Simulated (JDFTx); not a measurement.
Write the native input for JDFTx 1.7.0 (patched build) that does the following.

- Task: single point
- Functional: LDA
- Potentials or basis: SG15-PBE-1.2 with smoothed tails
- Cutoff: 1088 eV
- Density cutoff: 8708 eV
- k mesh: 4 × 4 × 4
- Occupations: fermi-dirac, width 0.05 eV
- Spin: no spin polarisation
- Local potential set to -Z/r beyond: 6 bohr
- Bands: 15
- Density cutoff over wavefunction cutoff: 8
- Max SCF steps: 100
- SCF threshold on the energy: 1e-09 Ha
- Solver of the electrons: scf
- Further solve for the empty bands: yes

Crystal: InP.

```
In P
1.0
     0.00000    2.93050    2.93050
     2.93050    0.00000    2.93050
     2.93050    2.93050    0.00000
In P
1 1
Cartesian
  0.0000 0.0000 0.0000
  4.3957 4.3957 4.3957
```

The input as run:

InP.in

```
lattice \
    0.0000000000     2.9305000000     2.9305000000 \
    2.9305000000     0.0000000000     2.9305000000 \
    2.9305000000     2.9305000000     0.0000000000
latt-scale 1.889726124626 1.889726124626 1.889726124626
coords-type Lattice
ion In     0.0000000000     0.0000000000     0.0000000000 1
ion P      0.7500000000     0.7500000000     0.7500000000 1

ion-species pseudo/In.upf
ion-species pseudo/P.upf
elec-cutoff 40 320
elec-ex-corr lda-PW
kpoint-folding 4 4 4
elec-smearing Fermi 0.0018374661
elec-n-bands 15
electronic-SCF nIterations 100 energyDiffThreshold 1e-09
electronic-minimize nIterations 30 energyDiffThreshold 1e-7
converge-empty-states yes
forces-output-coords Cartesian

dump-name run.$VAR
dump End Ecomponents EigStats BandEigs Kpoints Forces Stress ElecDensity KEdensity
```

Potentials or basis: SG15-PBE-1.2 with smoothed tails.

Launch:

```console
$ jdftx -c 1 -i InP.in -o InP.out
```

It gave:

* Pressure: -0.4 GPa
* Band gap on the k mesh: 0.51 eV, direct

Caveat: the k mesh is coarse (spacing up to 0.46 Å⁻¹), so the values aren't converged; the potentials were made for another functional, which shifts forces and pressure; spin-orbit coupling is left out, which moves the levels of the heavy elements.

It took 49 s on 1 thread of Arm Neoverse V1, on a shared host, peak memory 0.12 GiB.
